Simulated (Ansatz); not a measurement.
# CdO (Monteponite) under changes of volume

One of the cells (12.970 Å³/atom); the others are scaled copies at fixed shape and fractional positions:

```
Cd O
1.0
     0.00000    2.34950    2.34950
     2.34950    0.00000    2.34950
     2.34950    2.34950    0.00000
Cd O
1 1
Direct
  0.00000 0.00000 0.00000
  0.50000 0.50000 0.50000
```

- Program: Ansatz 0.2.0
- Functional: m-r2SCAN
- Potentials or basis: Ansatz PAW
- Cutoff: 500 eV (not typed: the program's choice for these potentials)
- k mesh: 10 × 10 × 10
- Occupations: fermi-dirac, width 0.05 eV
- Spin: no spin polarisation

| volume (Å³/atom) | energy over the lowest point (meV/atom) | pressure (GPa) |
| --- | --- | --- |
| 12.191 | 28.08 | 11.5 |
| 12.451 | 12.77 | 7.5 |
| 12.710 | ? | ? |
| 12.970 | 0.00 | 0.7 |
| 13.229 | 1.28 | -2.2 |
| 13.488 | 6.93 | -4.7 |
| 13.748 | 16.51 | -7.0 |

Problem. What does the run at 12.710 Å³/atom give?

Solution. Energy over the lowest point 3.65 meV/atom; pressure 3.9 GPa.

Worked out: A Birch-Murnaghan fit of order 3 (a polynomial in V^(-2/3)) to the other rows has its minimum at 13.03 Å³/atom with B0 = V·E''(V) = 148 GPa and B' = 4.7. It gives 3.65 meV/atom at 12.710 Å³/atom, against the run's 3.65, and -dE/dV = 3.9 GPa, against 3.9.

Energies are extrapolated to zero smearing.

Caveats: the PAW data sets come from PBE, with cores solved anew for the run's functional, which leaves a small shift of forces and pressure.
